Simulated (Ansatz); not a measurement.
## Cu in Al(100), 2x2: scattering by a point defect

Wanted: the reflection from a plane of defects, Cu in Al(100), 2x2, and the resistivity it implies.

Main program and level: Ansatz 0.2.0; Ansatz plane-wave DFT, PBE, PAW files; ballistic transport by layer matching (Landauer), zero bias; PAW set soft_1, in the first sound run; inputs show where later runs differ.

## Step 1: Set-up

The cell holds 48 atoms: 47 Al and 1 Cu. Cell: a = 5.725 Å, b = 5.725 Å, c = 24.288 Å, α = 90.0°, β = 90.0°, γ = 90.0°. It derives from Al. Regions: lead, 24 atoms (24 Al); scattering region, 24 atoms (23 Al and 1 Cu). The structure is stacked along c, and the current runs across the ab planes.

## Step 2: Transmission at ideal sites

The defect sits in one plane of the supercell, all atoms on ideal sites; the layers about the cell's end are the lead. The mesh across the current, 10×10, is finer than the density's, because channels open and close sharply across the zone. Energies from -0.1 to 0.1 eV in steps of 0.05 eV are too few for the program's thermal sum, so it prints no conductance; for a metal the transmission near the Fermi level serves, at a fraction of the cost.

input.yaml reads:

```yaml
crystal:
  lattice:
    - [5.7246940741, 0.0, 0.0]
    - [0.0, 5.7246940741, 0.0]
    - [0.0, 0.0, 24.28782]
  atoms:
    - { symbol: Al, position: [0.0, 0.0, 0.0416666667] }
    - { symbol: Al, position: [0.0, 0.5, 0.0416666667] }
    - { symbol: Al, position: [0.5, 0.0, 0.0416666667] }
    - { symbol: Al, position: [0.5, 0.5, 0.0416666667] }
    - { symbol: Al, position: [0.25, 0.25, 0.125] }
    - { symbol: Al, position: [0.25, 0.75, 0.125] }
    - { symbol: Al, position: [0.75, 0.25, 0.125] }
    - { symbol: Al, position: [0.75, 0.75, 0.125] }
    - { symbol: Al, position: [0.0, 0.0, 0.2083333333] }
    - { symbol: Al, position: [0.0, 0.5, 0.2083333333] }
    - { symbol: Al, position: [0.5, 0.0, 0.2083333333] }
    - { symbol: Al, position: [0.5, 0.5, 0.2083333333] }
    - { symbol: Al, position: [0.25, 0.25, 0.2916666667] }
    - { symbol: Al, position: [0.25, 0.75, 0.2916666667] }
    - { symbol: Al, position: [0.75, 0.25, 0.2916666667] }
    - { symbol: Al, position: [0.75, 0.75, 0.2916666667] }
    - { symbol: Al, position: [0.0, 0.0, 0.375] }
    - { symbol: Al, position: [0.0, 0.5, 0.375] }
    - { symbol: Al, position: [0.5, 0.0, 0.375] }
    - { symbol: Al, position: [0.5, 0.5, 0.375] }
    - { symbol: Al, position: [0.25, 0.25, 0.4583333333] }
    - { symbol: Al, position: [0.25, 0.75, 0.4583333333] }
    - { symbol: Al, position: [0.75, 0.25, 0.4583333333] }
    - { symbol: Al, position: [0.75, 0.75, 0.4583333333] }
    - { symbol: Cu, position: [0.0, 0.0, 0.5416666667] }
    - { symbol: Al, position: [0.0, 0.5, 0.5416666667] }
    - { symbol: Al, position: [0.5, 0.0, 0.5416666667] }
    - { symbol: Al, position: [0.5, 0.5, 0.5416666667] }
    - { symbol: Al, position: [0.25, 0.25, 0.625] }
    - { symbol: Al, position: [0.25, 0.75, 0.625] }
    - { symbol: Al, position: [0.75, 0.25, 0.625] }
    - { symbol: Al, position: [0.75, 0.75, 0.625] }
    - { symbol: Al, position: [0.0, 0.0, 0.7083333333] }
    - { symbol: Al, position: [0.0, 0.5, 0.7083333333] }
    - { symbol: Al, position: [0.5, 0.0, 0.7083333333] }
    - { symbol: Al, position: [0.5, 0.5, 0.7083333333] }
    - { symbol: Al, position: [0.25, 0.25, 0.7916666667] }
    - { symbol: Al, position: [0.25, 0.75, 0.7916666667] }
    - { symbol: Al, position: [0.75, 0.25, 0.7916666667] }
    - { symbol: Al, position: [0.75, 0.75, 0.7916666667] }
    - { symbol: Al, position: [0.0, 0.0, 0.875] }
    - { symbol: Al, position: [0.0, 0.5, 0.875] }
    - { symbol: Al, position: [0.5, 0.0, 0.875] }
    - { symbol: Al, position: [0.5, 0.5, 0.875] }
    - { symbol: Al, position: [0.25, 0.25, 0.9583333333] }
    - { symbol: Al, position: [0.25, 0.75, 0.9583333333] }
    - { symbol: Al, position: [0.75, 0.25, 0.9583333333] }
    - { symbol: Al, position: [0.75, 0.75, 0.9583333333] }
kpoints:
  mp_grid: { grid: [4, 4, 1] }
hamiltonian:
  xc: pbe
  pseudopotentials: { kind: paw, azcp: { folder: soft_1 } }
scf:
  occupations: { method: fermi_dirac, width: 0.1 }
output:
  transmission: { leads: [[0, 4]], kmesh: [10, 10], e_range: [-0.1, 0.1], de: 0.05 }
  write_potential: true
  write_density: true
  volumetric_format: npy
  elf: true
```

On the command line:

```
$ ansatz run input.yaml --threads 4 --pin off --max-ram 15360MiB --backend cpu --events-out ev --progress --plain --runs-dir out
```

Numbers of over 12 decimals in the logs are rounded to 6 here.

Output:

```text
Engine: ansatz 0.2.0, x86_64-unknown-linux-gnu
Pseudopotentials: kind: paw
Pseudopotential: Al, paw, valence charge 3, recommended cutoff 420 eV (normal), soft_1/Al.paw.azcp
Pseudopotential: Cu, paw, valence charge 19, recommended cutoff 420 eV (normal), soft_1/Cu.paw.azcp
Functional definition: PBE
  parameter kappa = 0.804
  parameter beta = 0.066725
  exchange = pbe_x(kappa = kappa, mu = beta*pi^2/3)
  correlation = pbe_c(beta = beta)
Crystal: 48 atoms, lattice volume = 795.963 Å³
Basis set: ecut = 420 eV, 15629 PW (Γ)
Bands: 128, of which v1, the nominal top of the filled ones, is band 80 counted from 1 (79 counted from 0)
Symmetry: 16 space group operations
Space group: P4/mmm (ITA 123), of the structure as read, at distance tolerance 9.3e-5 Å
k-points: 6 of 16
Non-local potential: Al, projectors of the file, l = 0: 2, l = 1: 2, l = 2: 1
Non-local potential: Cu, projectors of the file, l = 0: 3, l = 1: 2, l = 2: 3, l = 3: 1
PAW form: soft (Blöchl's): semilocal exchange-correlation on the pseudo side does not see the compensation charge
PAW one-centre angular grid: Al, 110 points (default); XC on 64 Gauss nodes
PAW one-centre angular grid: Cu, 590 points (default); XC on 64 Gauss nodes
Initial density: superposition of atomic densities (chi_scale 0.1, normalization cell, long waves kept (reshape's long-wave potential 0.92 eV rms))
Initial wavefunctions: pseudopotential atomic-orbital guess
Functional: x = pbe(κ = 0.804, μ = 0.219515), c = pbe(β = 0.066725)
SCF iter   1: F=—  HF=-31942.597703 eV  |F-HF|=—  |Δ(HF+E_count)|=         —  Δρ=3.56e-1  dr2=2.75e3  ethr=3.10e-3  ⟨swp⟩=6.7  Hψ=3687  notcnv=0  defer=18
preconditioner: auto → Kerker (q_TF=auto, 2.088 Å⁻¹)  [metal: Δε(μ)=0.023 eV  Ē_g=6.845 eV  σ=0.100 eV  W_gap=0.06  n_scr=112 (ndim 8)  ℏωp=16.2 eV  f_vac=0.000  D(μ)=18.15/eV (n_scr^D=110)]
SCF iter   2: F=—  HF=-32071.666926 eV  |F-HF|=—  |Δ(HF+E_count)|=    1.29e2  Δρ=2.49e-1  dr2=3.61e2  ethr=3.10e-3  ⟨swp⟩=17.5  Hψ=8686  notcnv=0  defer=67
SCF iter   3: F=—  HF=-31917.424736 eV  |F-HF|=—  |Δ(HF+E_count)|=    1.54e2  Δρ=1.40e-1  dr2=1.21e2  ethr=3.10e-3  ⟨swp⟩=8.2  Hψ=4045  notcnv=0  defer=77
SCF iter   4: F=—  HF=-31891.054466 eV  |F-HF|=—  |Δ(HF+E_count)|=    2.64e1  Δρ=2.74e-2  dr2=7.70e0  ethr=3.10e-3  ⟨swp⟩=7.8  Hψ=3263  notcnv=0  defer=80
SCF iter   5: F=—  HF=-31892.600371 eV  |F-HF|=—  |Δ(HF+E_count)|=    1.55e0  Δρ=6.20e-2  dr2=1.98e1  ethr=3.10e-3  ⟨swp⟩=5.2  Hψ=2676  notcnv=0  defer=78
SCF iter   6: F=—  HF=-31889.546597 eV  |F-HF|=—  |Δ(HF+E_count)|=    3.05e0  Δρ=3.94e-2  dr2=8.46e0  ethr=3.10e-3  ⟨swp⟩=2.2  Hψ=1378  notcnv=0  defer=78
SCF iter   7: F=—  HF=-31887.885189 eV  |F-HF|=—  |Δ(HF+E_count)|=    1.66e0  Δρ=8.97e-3  dr2=4.82e-1  ethr=3.10e-3  ⟨swp⟩=5.2  Hψ=2249  notcnv=0  defer=75
SCF iter   8: F=—  HF=-31887.851009 eV  |F-HF|=—  |Δ(HF+E_count)|=   3.42e-2  Δρ=5.87e-3  dr2=1.88e-1  ethr=3.01e-4  ⟨swp⟩=2.2  Hψ=1062  notcnv=0  defer=74
SCF iter   9: F=—  HF=-31887.836821 eV  |F-HF|=—  |Δ(HF+E_count)|=   1.42e-2  Δρ=2.60e-3  dr2=3.48e-2  ethr=1.18e-4  ⟨swp⟩=2.0  Hψ=777  notcnv=0  defer=74
SCF iter  10: F=—  HF=-31887.832197 eV  |F-HF|=—  |Δ(HF+E_count)|=   4.62e-3  Δρ=2.40e-4  dr2=8.15e-4  ethr=2.18e-5  ⟨swp⟩=2.5  Hψ=1171  notcnv=0  defer=74
SCF iter  11: F=—  HF=-31887.832240 eV  |F-HF|=—  |Δ(HF+E_count)|=   4.26e-5  Δρ=4.15e-4  dr2=1.41e-3  ethr=5.09e-7  ⟨swp⟩=2.8  Hψ=1256  notcnv=0  defer=74
SCF iter  12: F=—  HF=-31887.832136 eV  |F-HF|=—  |Δ(HF+E_count)|=   1.04e-4  Δρ=1.20e-4  dr2=1.03e-4  ethr=5.09e-7  ⟨swp⟩=2.0  Hψ=916  notcnv=0  defer=74
SCF iter  13: F=—  HF=-31887.832119 eV  |F-HF|=—  |Δ(HF+E_count)|=   1.69e-5  Δρ=5.65e-6  dr2=3.14e-7  ethr=6.43e-8  ⟨swp⟩=2.5  Hψ=931  notcnv=0  defer=74
SCF iter  14: F=—  HF=-31887.832127 eV  |F-HF|=—  |Δ(HF+E_count)|=   7.78e-6  Δρ=5.36e-6  dr2=2.14e-7  ethr=6.25e-11  ⟨swp⟩=20.7  Hψ=5244  notcnv=0
SCF iter  15: F=-31887.832127 eV  HF=-31887.832127 eV  |F-HF|=3.28e-9  |Δ(HF+E_count)|=   1.97e-8  Δρ=5.50e-7  dr2=1.94e-9  ethr=6.25e-11  ⟨swp⟩=1.0  Hψ=1683  notcnv=0
SCF 1 converged in 15 iterations: F = -31887.832127 eV  dr2 = 1.94e-9
  greatest PAW one-centre occupation: 1.000 electrons in one spin orbital (limit 2), on the Cu atom at site 24 (counted from 0), in its partial waves of l = 0
transmission: 68 of 651 steps passed
transmission: 138 of 651 steps passed
[...]
transmission: 651 of 651 steps passed
SCF converged after 15 iterations
Free energy (F): -31887.832127 eV
Harris-Foulkes:  -31887.832127 eV  (|F-HF|=3.28e-9)
Internal energy: -31887.046821 eV  (E = F + TS)
E sigma→0 (E₀):  -31887.439474 eV
Entropy (-TS):   -0.785305 eV (-16.361 meV/atom)
Fermi energy:    7.872328 eV
--- Per-component energies (eV) ---
  E_band       = -33.175605
  E_kinetic    = 1311.865124
  E_local      = -9083.383736  (includes V_loc(G=0)·N_el)
  E_nonlocal   = 1357.917005
  E_hartree    = 4369.938244
  E_xc         = -1836.170854
  E_vxc        = -1454.681592  (∫ρ·V_xc dr)
  E_paw        = -23876.208341  (= ΣΔE_a)
  E_vpaw       = -904.764235  (= ΣTr[D̂ρ^β])
  E_aug_tail   = 0.000812  (compensation charges beyond the density's cutoff)
  E_ewald      = -4131.005075
  E_smearing   = -0.785305  (= −TS)
  E_closure    = -0.000000  (closes the sum)
  Σ components = -31887.832127   (vs F -31887.832127, Δ=0.00e0)
--- Band table (eV; the first three rows and the last of 6) ---
  k-point 0: bands = [... 76 lower, 7.1913, 7.1913, 7.2630, 7.2947, 7.3085, 7.3222, 7.3520, 7.3520, ... 44 higher]
  k-point 1: bands = [... 76 lower, 7.5338, 7.6087, 7.6449, 7.6674, 7.6764, 7.6960, 7.7969, 8.2393, ... 44 higher]
  k-point 2: bands = [... 76 lower, 7.6284, 7.6714, 7.6993, 7.7402, 7.8744, 8.2922, 8.3142, 8.3255, ... 44 higher]
  k-point 5: bands = [... 76 lower, 8.1786, 8.2788, 8.2788, 8.3084, 8.3865, 8.7778, 8.7828, 8.7913, ... 44 higher]
--- Transmission ---
  basis      : 293 plane waves across, 31 finite elements along
  points     : 21, standing for a mesh of 10 x 10
  energies   : 5 from -0.100000 to 0.100000 eV about the Fermi level, 0.050000 eV apart; the leads are filled to 0.000000 eV, and channels, transmission and decay are at 0.000000 eV
  crystal 0  : Al4, at the sites [0, 4], period 2.0240 Å, over 22.26 Å; its Hamiltonian steps by up to 16.7 meV
    offset         : up to 0.0000 Å between an atom of the period and one for which it stands
    channels       : 6.130000e0 a spin
    conductance    : none, the energies end too early or step too widely for 300 K: set another output.transmission.e_range or a lower de, or, where they end at an eighth of basis.ecutwfc, a higher one
  junction   : crystal 0 to crystal 0, 1.33 to 23.59 Å
    transmission   : 5.388063e0 a spin
    conductance    : none, the energies end too early or step too widely for 300 K: set another output.transmission.e_range or a lower de, or, where they end at an eighth of basis.ecutwfc, a higher one
```

Elapsed: 4.1 min, on 4 threads of Intel Xeon Platinum 8488C (Sapphire Rapids), shared host; peak memory 2.6 GiB; 14 min of CPU time.

In the SCF lines HF is the Harris–Foulkes energy and dr2 the Hartree energy of the density residual, in eV; the loop may stop once dr2 is under the threshold and the program's other checks hold. Hψ counts applications of the Hamiltonian.

Numbers from this step:

```yaml
free_energy: -31887.8321 eV
energy_at_zero_smearing: -31887.4395 eV
fermi_energy: 7.872 eV
cell_area: 32.77 Å²
transmission_per_spin_nearest_the_fermi_level: 5.388
open_channels_per_spin_nearest_the_fermi_level: 6.13
step_of_the_lead_s_potential: 16.7 meV
```

Per spin. The transmission, zone mean by energy, zero at the Fermi level:

```csv
energy (eV),"transmission, zone mean"
-0.1000,5.53
-0.0500,5.45
0.0000,5.39
0.0500,5.63
0.1000,5.68
```

Per spin. The open channels, zone mean, lead by energy, zero at the Fermi level:

```csv
energy (eV),"open channels, zone mean, lead"
-0.1000,6.21
-0.0500,6.29
0.0000,6.13
0.0500,6.37
0.1000,6.49
```

Transmission over k1 and k2. At 0.0000 eV from the Fermi level.

Values, 10 rows by 10 columns:
```
2.94 3.75 3.65 5.78 5.81 5.80 5.81 5.78 3.65 3.75
5.13 3.65 5.17 5.78 5.87 5.87 5.87 5.78 5.17 3.65
7.03 5.78 5.78 4.53 4.91 6.05 4.91 4.53 5.78 5.78
7.17 5.81 5.87 4.91 7.31 4.08 7.31 4.91 5.87 5.81
7.20 5.80 5.87 6.05 4.08 8.05 4.08 6.05 5.87 5.80
7.17 5.81 5.87 4.91 7.31 4.08 7.31 4.91 5.87 5.81
7.03 5.78 5.78 4.53 4.91 6.05 4.91 4.53 5.78 5.78
5.13 3.65 5.17 5.78 5.87 5.87 5.87 5.78 5.17 3.65
2.94 3.75 3.65 5.78 5.81 5.80 5.81 5.78 3.65 3.75
2.73 2.94 5.13 7.03 7.17 7.20 7.17 7.03 5.13 2.94
```
Columns: k1 (b1) from -0.5 to 0.4; rows upwards: k2 (b2) from -0.5 to 0.4.

Open channels over k1 and k2. At 0.0000 eV from the Fermi level.

Ten even steps from '0' (4.00) to '9' (9.00):
```
0404444404
4046444640
8464282464
8442929244
8448292844
8442929244
8464282464
4046444640
0404444404
0048888840
```
Columns: k1 (b1) from -0.5 to 0.4; rows upwards: k2 (b2) from -0.5 to 0.4.

Electrostatic potential energy in the ca plane at fractional y = 0.000, with atoms of Al and Cu within 0.2 Å of it. With pseudopotentials it is smooth inside the atoms' cores, unlike the true potential.

Values in units of 1e0 eV, 8 rows by 16 columns, each cell a mean:
```
-1.7 -2.5  6.8  9.0 -1.6 -2.3  6.5  9.6 -2.4 -8.4  7.7  9.1 -1.3 -2.3  6.2  9.1
 6.3  4.3  8.2  7.9  6.4  4.3  8.2  8.0  7.7  5.9  8.6  7.8  6.6  4.1  8.3  7.8
 3.8  0.6  8.0  8.2  4.0  0.6  8.0  8.1  4.1  0.6  7.9  8.2  4.3  0.3  8.0  8.1
-1.6  0.3  6.2  9.2 -1.4  0.5  5.9  9.2 -1.6  0.6  5.6  9.3 -1.5  0.8  5.4  9.4
-1.9 -2.4  6.7  9.0 -1.6 -2.3  6.5  9.0 -1.6 -2.3  6.3  9.1 -1.5 -2.3  6.2  9.1
 6.4  4.4  8.2  7.9  6.5  4.4  8.3  7.8  6.8  4.7  8.3  7.8  6.7  4.2  8.3  7.8
 3.8  0.7  8.0  8.2  3.9  0.6  8.0  8.4  5.6  1.9  8.6  8.2  4.2  0.4  8.0  8.1
-1.5  0.2  6.2  9.2 -1.4  0.4  5.9  9.8 -4.1 -9.4  7.1  9.3 -1.4  0.7  5.5  9.4
```
Columns run along c (16.0 Å, from fractional 0.17 to 0.83 of the cell; values clipped at the 3rd and 97th percentile), rows up along a (5.7 Å). Atoms in or near the plane, at fractional coordinates: Al at (0.21, 0.00), Al at (0.21, 0.50), Al at (0.38, 0.00), Al at (0.38, 0.50), Cu at (0.54, 0.00), Al at (0.54, 0.50), Al at (0.71, 0.00), Al at (0.71, 0.50).

Valence density in the ca plane at fractional y = 0.000, with atoms of Al and Cu within 0.2 Å of it. It is the smooth field of the valence electrons, not physical close to the nuclei.

Ten steps, logarithmic in the rise over the least value, from '0' (0 e/Å³) to '9' (57 e/Å³), each cell a mean:
```
00000000000000000000000378520000000000000000
00000000000000000000000133200000000000000000
00000000000000000000000000000000000000000000
00000000000000000000000000000000000000000000
00000000000000000000000000000000000000000000
00000000000000000000000000000000000000000000
00000000000000000000000000000000000000000000
00000000000000000000000000000000000000000000
00000000000000000000000000000000000000000000
00000000000000000000000000000000000000000000
00000000000000000000000000000000000000000000
00000000000000000000000000000000000000000000
00000000000000000000000011100000000000000000
00000000000000000000000256410000000000000000
00000000000000000000000489620000000000000000
```
Columns run along c (16.0 Å, from fractional 0.17 to 0.83 of the cell), rows up along a (5.7 Å). Atoms in or near the plane, at fractional coordinates: Al at (0.21, 0.00), Al at (0.21, 0.50), Al at (0.38, 0.00), Al at (0.38, 0.50), Cu at (0.54, 0.00), Al at (0.54, 0.50), Al at (0.71, 0.00), Al at (0.71, 0.50).

ELF in the ca plane at fractional y = 0.000, with atoms of Al and Cu within 0.2 Å of it. It is the smooth field of the valence electrons, not physical close to the nuclei.

Ten even steps from '0' (0.06) to '9' (0.73), each cell a mean:
```
63001663235630015632221135212222464000564224
87436875456774368754442111113445677535875446
88888877777888888777764221235677788888877777
78888778888788888888876555567788888888888887
88888877777888888777777777777777788888877777
77436875456774368754567743587545677435875446
63011663235630115642356401156423464010564234
62140553224621404632246305056422463040463224
75113764345751037643457510376534576202764335
88767876667887678766667866787666788767876666
78888877777888888887777666677777888888877777
78888877777888888777775433346777788888877777
88768876667887688766553111124556678767876666
75103764335751037643332112112333576102764335
62140553224621404532221159211222462050463224
```
Columns run along c (16.0 Å, from fractional 0.17 to 0.83 of the cell), rows up along a (5.7 Å). Atoms in or near the plane, at fractional coordinates: Al at (0.21, 0.00), Al at (0.21, 0.50), Al at (0.38, 0.00), Al at (0.38, 0.50), Cu at (0.54, 0.00), Al at (0.54, 0.50), Al at (0.71, 0.00), Al at (0.71, 0.50).

Over the solved energies the transmission per spin lies between 5.39 and 5.68, out of 6.30 channels of the lead on average (up to 6.49).

## Step 3: Resistance at ideal sites

This step: Ansatz plane-wave DFT, PBE, PAW files; ballistic transport by layer matching (Landauer), zero bias; area resistance of the defect plane and resistivity an atomic per cent; PAW set soft_1 (Ansatz 0.2.0).

This step gave:

* area resistance: 0.09498 fΩ m²
* T over the leads' mean channel count: 0.8767
* resistivity per at.% scaled from this dense plane, with the factor 3/4 for isotropic scattering: 1.408 µΩ cm

Averaged over the energies near the Fermi level, 87.7 % of the channels pass, which makes 0.0950 fΩ m².

By hand, with T and the leads' channels N averaged over the energies near the Fermi level: RA = A (h/2e²)(1/T − 1/N) = 32.77×10⁻²⁰ m² × 12 906 Ω × (1/5.491 − 1/6.263) = 0.0950 fΩ m². Per atomic per cent: RA × A / V_atom × 0.01 × 3/4 = 1.41 µΩ cm, with the host's V_atom = 16.58 Å³.

(Continued in part 2 of 3.)

[Logs are printed without paths, hosts, clocks, repeated set-up lines and the standing remarks that a program may print on its own settings, such as how far it seeks lower states.]

[Hosts, paths, dates, database ids (printed as entryN), source tags and the programs' standing remarks are cut or masked in the printed files.]
